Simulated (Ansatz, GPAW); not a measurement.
This is a calculation of AlRu for GPAW 26.7.0 (ASE script). 

Contents of run.py:

```python
from ase import Atoms
from ase.dft.bandgap import bandgap
from ase.io import write
from ase.units import Bohr, GPa
from gpaw import GPAW, PW, setup_paths
from gpaw.elf import elf_from_dft_calculation

setup_paths.insert(0, '.')

atoms = Atoms(['Ru', 'Al'],
              cell=[[2.9916, 0.0, 0.0],
                    [0.0, 2.9916, 0.0],
                    [0.0, 0.0, 2.9916]],
              scaled_positions=[[0.5, 0.5, 0.5],
                                [0.0, 0.0, 0.0]],
              pbc=True)

calc = GPAW(mode=PW(600),
            xc='PBEsol',
            kpts={'size': (9, 9, 9), 'gamma': True},
            occupations={'name': 'fermi-dirac', 'width': 0.05},
            nbands=20,
            convergence={'density': 1e-05, 'energy': 1e-05},
            maxiter=150,
            txt='gpaw.txt')
atoms.calc = calc
energy = atoms.get_potential_energy()
forces = atoms.get_forces()
stress = atoms.get_stress()
calc.write('gs.gpw')
write('result.traj', atoms)
print(f'Energy: {energy:.6f} eV')
print('Forces (eV/A):')
print(forces.round(4))
print('Stress (GPa):', (stress / GPa).round(3))
print('Fermi level:', round(calc.get_fermi_level(), 4), 'eV')
print(f'Gap: {bandgap(calc)[0]:.4f} eV, direct: {bandgap(calc, direct=True)[0]:.4f} eV')

# fields on the real-space grid
write('density.cube', atoms, data=calc.get_pseudo_density() * Bohr**3)
write('potential.cube', atoms, data=calc.get_electrostatic_potential())
write('elf.cube', atoms, data=elf_from_dft_calculation(calc).data)
```

Potentials or basis: PAW data sets generated in the run's folder for this functional, pw.

The run is started by

```console
$ gpaw-setup -f PBEsol Al Ru
$ OMP_NUM_THREADS=1 python run.py
```

**Question.** Set up the same calculation for Ansatz 0.2.0. Potentials or basis there: all-electron LAPW, scalar-relativistic.

**Answer.** As run (cutoffs and basis follow the program's own potentials, and thresholds, step limits or extra output files can differ):

input.yaml

```yaml
crystal:
  lattice:
    - [2.9916, 0.0, 0.0]
    - [0.0, 2.9916, 0.0]
    - [0.0, 0.0, 2.9916]
  atoms:
    - { symbol: Ru, position: [0.5, 0.5, 0.5] }
    - { symbol: Al, position: [0.0, 0.0, 0.0] }
kpoints:
  mp_grid: { grid: [9, 9, 9] }
scf:
  occupations: { method: fermi_dirac, width: 0.05 }
hamiltonian:
  xc: pbesol
  pseudopotentials: { kind: all_electron, lapw: { basis_error: 0.001 } }
output:
  forces: true
  stress: true
  eigenvalues: true
  populations: true
```

Potentials or basis: all-electron LAPW, scalar-relativistic.

Run with:

```console
$ ansatz run input.yaml --threads 1 --pin off --max-ram 3072MiB --backend cpu --events-out ev --progress --plain --runs-dir out
```

Both were run:

|  | GPAW | Ansatz |
| --- | --- | --- |
| Pressure | -2.6 GPa | -3.4 GPa |

Where Ansatz's input types no cutoff or centring, it takes its own default and a Γ-centred mesh.

Pressure is positive in compression.
